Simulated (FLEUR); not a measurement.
# CdSe (Cadmoselite) (P6_3mc) in FLEUR: notebook

Runs on CdSe (Cadmoselite). Level: Wu-Cohen GGA. Tasks: band structure, equation of state.

Everything below comes from runs of FLEUR MaX-R8.1 (patched build s14). Logs are shortened: lines on timing, memory, paths and dates and some standing lists are left out, and cuts for length are marked.

**The experiment to reproduce.**

A printed reference work, data compilation reports, for a bulk crystal of CdSe at 2 K: band gap 1.841 eV.

The results are compared with them further down.

**1. The structure**

Symmetry: P6_3mc, No. 186, hexagonal system. The conventional cell has a = 4.300 Å, b = 4.300 Å, c = 7.020 Å, α = 90.00°, β = 90.00°, γ = 120.00°. Cd (site symmetry 3m) is surrounded by 4 Se at 2.61 to 2.70 Å. Se (site symmetry 3m) has 4 Cd at 2.61 to 2.70 Å as nearest neighbours.

**2. Band structure, Wu-Cohen GGA**

Contents of inp.xml:

```xml
<?xml version="1.0" encoding="UTF-8" standalone="no"?>
<fleurInput fleurInputVersion="0.39">
   <comment>
      CdSe                                                                                                
   </comment>
   <calculationSetup>
      <cutoffs Kmax="3.95" Gmax="12.3" GmaxXC="12.3" numbands="0"/>
      <scfLoop itmax="60" minDistance="0.00001" maxIterBroyd="15" imix="Anderson" alpha="0.05" precondParam="0.0" spinf="2.0"/>
      <coreElectrons ctail="T" frcor="F" kcrel="0" coretail_lmax="0"/>
      <xcFunctional name="wc" relativisticCorrections="F"/>
      <magnetism jspins="1"/>
      <soc l_soc="F" theta="0.0" phi="0.0" spav="F"/>
      <expertModes spex="0" secvar="F"/>
      <geometryOptimization l_f="F" forcealpha="1.0" forcemix="BFGS" epsdisp="0.00001" epsforce="0.00001"/>
      <ldaU l_linMix="F" mixParam="0.05" spinf="1.0"/>
   </calculationSetup>
   <cell>
      <bzIntegration valenceElectrons="72.0" mode="hist" fermiSmearingEnergy="0.00183747">
         <kPointListSelection listName="default-1"/>
         <!-- k-points included here -->
         <xi:include xmlns:xi="http://www.w3.org/2001/XInclude" href="kpts.xml"> </xi:include>
      </bzIntegration>
      <!-- symmetry operations included here -->
      <xi:include xmlns:xi="http://www.w3.org/2001/XInclude" href="sym.xml"> </xi:include>
      <bulkLattice scale="1.0">
[... 30 lines left out ...]
         </electronConfig>
         <energyParameters s="4" p="4" d="4" f="4"/>
         <lo type="SCLO" l="2" n="3" eDeriv="0"/>
         <lo type="SCLO" l="0" n="4" eDeriv="2"/>
         <lo type="SCLO" l="1" n="4" eDeriv="2"/>
         <lo type="SCLO" l="3" n="4" eDeriv="2"/>
      </species>
   </atomSpecies>
   <atomGroups>
      <atomGroup species="Cadmium (Cd)">
         <relPos label="                   1">-1.000/3.000 1.000/3.000 1.000/2.000</relPos>
         <relPos label="                   2">1.000/3.000 -1.000/3.000 .0000000000</relPos>
         <force calculate="T" relaxXYZ="TTT"/>
      </atomGroup>
      <atomGroup species="Selenium (Se)">
         <relPos label="                   3">-1.000/3.000 1.000/3.000 -.1150000000</relPos>
         <relPos label="                   4">1.000/3.000 -1.000/3.000 .3850000000</relPos>
         <force calculate="T" relaxXYZ="TTT"/>
      </atomGroup>
   </atomGroups>
   <output dos="F" band="F" slice="F">
      <checks vchk="F" cdinf="F"/>
      <bandDOS minEnergy="-.5*Htr" maxEnergy="0.5*Htr" sigma="0.015" storeEVData="T"/>
      <vacuumDOS vacdos="F" integ="F" star="F" nstars="0" locx1="0.0" locy1="0.0" locx2="0.0" locy2="0.0" nstm="0" tworkf="0.0"/>
      <unfoldingBand unfoldBand="F" supercellX="1" supercellY="1" supercellZ="1"/>
      <plotting iplot="0" polar="F">
         <plot TwoD="T" vec1="  1.0  0.0  0.0" vec2="  0.0  1.0  0.0" vec3="  0.0  0.0  1.0" zero="  0.0  0.0  0.0" file="plot"/>
      </plotting>
      <chargeDensitySlicing numkpt="0" minEigenval="0.0" maxEigenval="0.0" nnne="0" pallst="F"/>
      <specialOutput eonly="F"/>
      <magneticCircularDichroism mcd="F" energyLo="-10.0" energyUp="0.0"/>
   </output>
  <!-- We include the file relax.xml here to enable relaxations (see documentation) -->
  <xi:include xmlns:xi="http://www.w3.org/2001/XInclude" href="relax.xml"> <xi:fallback/> </xi:include>
</fleurInput>
```

Contents of crystal.txt:

```
CdSe
&input cartesian=F /
4.3000000000  0.0000000000  0.0000000000
-2.1500000000  3.7239092363  0.0000000000
0.0000000000  0.0000000000  7.0200000000
1.8897261246
1.0 1.0 1.0

4
48 0.6666666667  0.3333333333  0.5000000000
48 0.3333333333  0.6666666667  0.0000000000
34 0.6666666667  0.3333333333  0.8850000000
34 0.3333333333  0.6666666667  0.3850000000

&kpt div1=7 div2=7 div3=4 gamma=T /
```

Contents of inp.xml (bands):

```
<?xml version="1.0" encoding="UTF-8" standalone="no"?>
<fleurInput fleurInputVersion="0.39">
   <comment>
      CdSe                                                                                                
   </comment>
   <calculationSetup>
      <cutoffs Kmax="3.95" Gmax="12.3" GmaxXC="12.3" numbands="0"/>
      <scfLoop itmax="60" minDistance="0.00001" maxIterBroyd="15" imix="Anderson" alpha="0.05" precondParam="0.0" spinf="2.0"/>
      <coreElectrons ctail="T" frcor="F" kcrel="0" coretail_lmax="0"/>
      <xcFunctional name="wc" relativisticCorrections="F"/>
      <magnetism jspins="1"/>
      <soc l_soc="F" theta="0.0" phi="0.0" spav="F"/>
      <expertModes spex="0" secvar="F"/>
      <geometryOptimization l_f="F" forcealpha="1.0" forcemix="BFGS" epsdisp="0.00001" epsforce="0.00001"/>
      <ldaU l_linMix="F" mixParam="0.05" spinf="1.0"/>
   </calculationSetup>
   <cell>
      <bzIntegration valenceElectrons="72.0" mode="hist" fermiSmearingEnergy="0.00183747">
         <kPointListSelection listName="path-1"/>
         <!-- k-points included here -->
         <xi:include xmlns:xi="http://www.w3.org/2001/XInclude" href="kpts.xml"> </xi:include>
      </bzIntegration>
      <!-- symmetry operations included here -->
      <xi:include xmlns:xi="http://www.w3.org/2001/XInclude" href="sym.xml"> </xi:include>
[... 31 lines left out ...]
         </electronConfig>
         <energyParameters s="4" p="4" d="4" f="4"/>
         <lo type="SCLO" l="2" n="3" eDeriv="0"/>
         <lo type="SCLO" l="0" n="4" eDeriv="2"/>
         <lo type="SCLO" l="1" n="4" eDeriv="2"/>
         <lo type="SCLO" l="3" n="4" eDeriv="2"/>
      </species>
   </atomSpecies>
   <atomGroups>
      <atomGroup species="Cadmium (Cd)">
         <relPos label="                   1">-1.000/3.000 1.000/3.000 1.000/2.000</relPos>
         <relPos label="                   2">1.000/3.000 -1.000/3.000 .0000000000</relPos>
         <force calculate="T" relaxXYZ="TTT"/>
      </atomGroup>
      <atomGroup species="Selenium (Se)">
         <relPos label="                   3">-1.000/3.000 1.000/3.000 -.1150000000</relPos>
         <relPos label="                   4">1.000/3.000 -1.000/3.000 .3850000000</relPos>
         <force calculate="T" relaxXYZ="TTT"/>
      </atomGroup>
   </atomGroups>
   <output dos="F" band="T" slice="F">
      <checks vchk="F" cdinf="F"/>
      <bandDOS minEnergy="-.5*Htr" maxEnergy="0.5*Htr" sigma="0.015" storeEVData="T"/>
      <vacuumDOS vacdos="F" integ="F" star="F" nstars="0" locx1="0.0" locy1="0.0" locx2="0.0" locy2="0.0" nstm="0" tworkf="0.0"/>
      <unfoldingBand unfoldBand="F" supercellX="1" supercellY="1" supercellZ="1"/>
      <plotting iplot="0" polar="F">
         <plot TwoD="T" vec1="  1.0  0.0  0.0" vec2="  0.0  1.0  0.0" vec3="  0.0  0.0  1.0" zero="  0.0  0.0  0.0" file="plot"/>
      </plotting>
      <chargeDensitySlicing numkpt="0" minEigenval="0.0" maxEigenval="0.0" nnne="0" pallst="F"/>
      <specialOutput eonly="F"/>
      <magneticCircularDichroism mcd="F" energyLo="-10.0" energyUp="0.0"/>
   </output>
  <!-- We include the file relax.xml here to enable relaxations (see documentation) -->
  <xi:include xmlns:xi="http://www.w3.org/2001/XInclude" href="relax.xml"> <xi:fallback/> </xi:include>
</fleurInput>
```

Potentials or basis: all-electron, FLAPW.

The run is started by

```console
$ inpgen -f crystal.txt -profile fastHighL
$ # inp.xml edited to the form shown
$ fleur
$ fleur   # second run, on inp.xml (bands)
```

Log:

```text
Welcome to FLEUR        (www.flapw.de)
      MaX-Release 8.1          (www.max-centre.eu)

 ========== k-point set info ==========
 Selected k-point list: default-1
 k-point list type: mesh
 7 x 7 x 4
 Number of k points: 24

 ------------Calculation Setup---------------------------
 Number of OMP-threads    :            1
 Number of basis functions:          938
 Approximate size of matrices (H+S) per k-point:         0.026 GB
 --------------------------------------------------------
 Iteration:     1   Distance:       6.06039757 me/bohr^3
 Iteration:     2   Distance:       5.48256319 me/bohr^3
 Iteration:     3   Distance:       3.21927985 me/bohr^3
 Iteration:     4   Distance:       1.11365308 me/bohr^3
 Iteration:     5   Distance:       0.86937972 me/bohr^3
 Iteration:     6   Distance:       0.16661364 me/bohr^3
 Iteration:     7   Distance:       0.06900567 me/bohr^3
 Iteration:     8   Distance:       0.05390580 me/bohr^3
 Iteration:     9   Distance:       0.00576349 me/bohr^3
 Iteration:    10   Distance:       0.00500722 me/bohr^3
 Iteration:    11   Distance:       0.00097330 me/bohr^3
 Iteration:    12   Distance:       0.00033552 me/bohr^3
 Iteration:    13   Distance:       0.00022541 me/bohr^3
 Iteration:    14   Distance:       0.00008010 me/bohr^3
 Iteration:    15   Distance:       0.00000819 me/bohr^3

 ********************************************************************
 Run finished successfully
 Stop message:
   all done
 ********************************************************************
```

output (bands):

```text
Welcome to FLEUR        (www.flapw.de)
      MaX-Release 8.1          (www.max-centre.eu)

 ========== k-point set info ==========
 Selected k-point list: path-1
 k-point list type: path
 Number of k points: 60

 ------------Calculation Setup---------------------------
 Number of OMP-threads    :            1
 Number of basis functions:          943
 Approximate size of matrices (H+S) per k-point:         0.027 GB
 --------------------------------------------------------
 Fermi energy correction for insulators:
 No automatic correction of the Fermi energy has been performed.

 Note: Band structure data (together with different weights) is also stored in the banddos.hdf file.
       A convenient way of extracting and plotting the data from that file is by making use of the

 ********************************************************************
 Run finished successfully
 Stop message:
   Charge density postprocessing done.
 ********************************************************************
```

out.xml (last iteration):

```text
<iteration numberForCurrentRun="   15" overallNumber="   15">
         <energyParameters units="Htr">
            <atomicEP atomType="1" spin="1" branch="5s" branchLowest="-3.60" branchHighest="1.25" value="0.0062533099"/>
            <atomicEP atomType="1" spin="1" branch="5p" branchLowest="-2.16" branchHighest="1.93" value="0.1663308342"/>
            <atomicEP atomType="1" spin="1" branch="4d" branchLowest="-14.17" branchHighest="-0.04" value="-0.1384212707"/>
            <atomicEP atomType="1" spin="1" branch="4f" branchLowest="-9.99" branchHighest="2.09" value="0.4818427837"/>
            <loAtomicEP atomType="1" spin="1" branch="4s" branchLowest="-26.65" branchHighest="-3.60" value="-3.6000904391"/>
            <loAtomicEP atomType="1" spin="1" branch="4p" branchLowest="-21.78" branchHighest="-2.16" value="-2.1739297730"/>
            <loAtomicEP atomType="1" spin="1" branch="4p" branchLowest="-21.78" branchHighest="-2.16" value="-2.1739297730"/>
            <loAtomicEP atomType="1" spin="1" branch="4d" branchLowest="-14.17" branchHighest="-0.04" value="-0.1484594598"/>
            <loAtomicEP atomType="1" spin="1" branch="4f" branchLowest="-9.99" branchHighest="2.09" value="0.4818408097"/>
            <atomicEP atomType="2" spin="1" branch="4s" branchLowest="-7.46" branchHighest="0.56" value="-0.3612661042"/>
            <atomicEP atomType="2" spin="1" branch="4p" branchLowest="-5.24" branchHighest="1.32" value="-0.0597786605"/>
            <atomicEP atomType="2" spin="1" branch="4d" branchLowest="-1.57" branchHighest="2.63" value="0.1744723565"/>
            <atomicEP atomType="2" spin="1" branch="4f" branchLowest="-9.99" branchHighest="3.55" value="0.3373573816"/>
            <loAtomicEP atomType="2" spin="1" branch="3d" branchLowest="-9.99" branchHighest="-1.57" value="-1.5820639980"/>
            <loAtomicEP atomType="2" spin="1" branch="4s" branchLowest="-7.46" branchHighest="0.56" value="-0.3612661042"/>
            <loAtomicEP atomType="2" spin="1" branch="4p" branchLowest="-5.24" branchHighest="1.32" value="-0.0620204124"/>
            <loAtomicEP atomType="2" spin="1" branch="4f" branchLowest="-9.99" branchHighest="3.55" value="0.3373561140"/>
         </energyParameters>
         <eigenvalues>
            <eigenvaluesAt spin="1" ikpt="1" k_x="0.00000000" k_y="0.00000000" k_z="0.00000000">
                      -3.6000849722       -3.6000846685       -2.1696940546       -2.1696834216       -2.1696566998
                      -2.1696566998       -2.1696550953       -2.1696550953       -1.5818090406       -1.5818090406
                      -1.5817925022       -1.5817925022       -1.5814507744       -1.5814356808       -1.5814356808
[... 63 lines left out ...]
            <state n="2" l="1" j="0.5" energy="-134.3317481836" weight="1.0000000000"/>
            <state n="2" l="1" j="1.5" energy="-127.2575592063" weight="2.0000000000"/>
            <state n="3" l="0" j="0.5" energy="-26.6522231716" weight="1.0000000000"/>
            <state n="3" l="1" j="0.5" energy="-22.6596827707" weight="1.0000000000"/>
            <state n="3" l="1" j="1.5" energy="-21.3965552948" weight="2.0000000000"/>
            <state n="3" l="2" j="1.5" energy="-14.3204844910" weight="2.0000000000"/>
            <state n="3" l="2" j="2.5" energy="-14.0637986065" weight="3.0000000000"/>
         </coreStates>
         <coreStates atomType="     2" atomicNumber=" 34" spin="1" kinEnergy="   2279.1563862184" eigValSum="  -1390.9572025013" lostElectrons=" 0.000417">
            <state n="1" l="0" j="0.5" energy="-458.9286875833" weight="1.0000000000"/>
            <state n="2" l="0" j="0.5" energy="-58.6453455290" weight="1.0000000000"/>
            <state n="2" l="1" j="0.5" energy="-52.5908368188" weight="1.0000000000"/>
            <state n="2" l="1" j="1.5" energy="-51.0559147398" weight="2.0000000000"/>
            <state n="3" l="0" j="0.5" energy="-7.4616387610" weight="1.0000000000"/>
            <state n="3" l="1" j="0.5" energy="-5.3907561635" weight="1.0000000000"/>
            <state n="3" l="1" j="1.5" energy="-5.1747534577" weight="2.0000000000"/>
         </coreStates>
         <allElectronCharges>
            <spinDependentCharge spin="1" total="164.0000000" interstitial="8.0620206" mtSpheres="155.9379794"/>
            <totalCharge value="163.9999999932"/>
         </allElectronCharges>
         <totalEnergy                                    value="   -16050.1959753285" units="Htr">
            <sumOfEigenvalues                            value="    -9537.0320718010">
               <coreElectrons value="-9461.3876199030"/>
               <valenceElectrons value="-75.6444518980"/>
            </sumOfEigenvalues>
            <densityCoulombPotentialIntegral value="-25613.6098564678"/>
            <densityEffectivePotentialIntegral value="-26245.9821730748"/>
            <chargeDenXCDenIntegral value="-483.2168727012"/>
            <FockExchangeEnergyValence value="0.0000000000"/>
            <FockExchangeEnergyCore value="0.0000000000"/>
            <atomTypeDependentContributions atomType="1">
               <electronNucleiInteractionDifferentMTs value="13551.5361021786"/>
               <MadelungTerm value="-37.9171513828"/>
            </atomTypeDependentContributions>
            <atomTypeDependentContributions atomType="2">
               <electronNucleiInteractionDifferentMTs value="5839.1900050545"/>
               <MadelungTerm value="-40.4810170513"/>
            </atomTypeDependentContributions>
            <tkbTimesEntropy value="0.0000020706"/>
            <freeEnergy value="-16050.1959773991"/>
            <extrapolationTo0K value="-16050.1959763638"/>
         </totalEnergy>
         <densityConvergence units="me/bohr^3">
            <chargeDensity spin="1" distance="0.0000081903"/>
         </densityConvergence>
      </iteration>
```

Wall time 4.6 min (1 thread of Intel Xeon Platinum 8175M at 2.50GHz (Skylake/Cascade Lake), shared host); peak memory 0.1 GiB.

What came out:

| Quantity | Value |
| --- | --- |
| Free energy | -436748.0821 eV |
| Band gap on the k mesh | 0.55 eV, direct |
| Band gap along the path | 0.55 eV, direct |
| Valence electrons inside the program's atomic spheres | Cd 18.38; Se 13.59 (radii Cd 2.47, Se 2.1 bohr) |

Levels at the corners of the path, in eV from the valence-band top:
```tsv
point	band 32	band 33	band 34	band 35	band 36	band 37	band 38	band 39	band 40	band 41
Γ	-0.73	-0.73	-0.01	0.00	0.00	0.55	2.00	5.81	5.81	6.06
M	-3.76	-2.60	-1.88	-1.26	-0.84	3.12	3.20	4.70	6.05	6.58
K	-3.89	-3.11	-1.82	-1.82	-1.81	4.26	4.73	4.73	6.94	6.95
Γ	-0.73	-0.73	-0.01	0.00	0.00	0.55	2.00	5.81	5.81	6.06
A	-2.61	-0.38	-0.38	-0.38	-0.38	2.22	2.22	5.70	5.70	6.19
L	-4.29	-1.40	-1.40	-1.31	-1.31	2.87	2.87	4.69	4.69	7.61
H	-4.18	-2.52	-2.52	-1.07	-1.07	3.69	3.69	5.79	5.79	6.13
A	-2.61	-0.38	-0.38	-0.38	-0.38	2.22	2.22	5.70	5.70	6.19
L	-4.29	-1.40	-1.40	-1.31	-1.31	2.87	2.87	4.69	4.69	7.61
M	-3.76	-2.60	-1.88	-1.26	-0.84	3.12	3.20	4.70	6.05	6.58
K	-3.89	-3.11	-1.82	-1.82	-1.81	4.26	4.73	4.73	6.94	6.95
H	-4.18	-2.52	-2.52	-1.07	-1.07	3.69	3.69	5.79	5.79	6.13
```

Core levels (eV from the Fermi level):
| atom | levels |
| --- | --- |
| 1 Cd | 1s1/2 -26502.3, 2s1/2 -3930.1, 2p1/2 -3659.2, 2p3/2 -3466.7, 3s1/2 -729.1, 3p1/2 -620.5, 3p3/2 -586.1, 3d3/2 -393.6, 3d5/2 -386.6 |
| 2 Cd | 1s1/2 -26502.3, 2s1/2 -3930.1, 2p1/2 -3659.2, 2p3/2 -3466.7, 3s1/2 -729.1, 3p1/2 -620.5, 3p3/2 -586.1, 3d3/2 -393.6, 3d5/2 -386.6 |
| 3 Se | 1s1/2 -12492.0, 2s1/2 -1599.7, 2p1/2 -1435.0, 2p3/2 -1393.2, 3s1/2 -206.9, 3p1/2 -150.6, 3p3/2 -144.7 |
| 4 Se | 1s1/2 -12492.0, 2s1/2 -1599.7, 2p1/2 -1435.0, 2p3/2 -1393.2, 3s1/2 -206.9, 3p1/2 -150.6, 3p3/2 -144.7 |

(Part 1 of 3 ends here.)
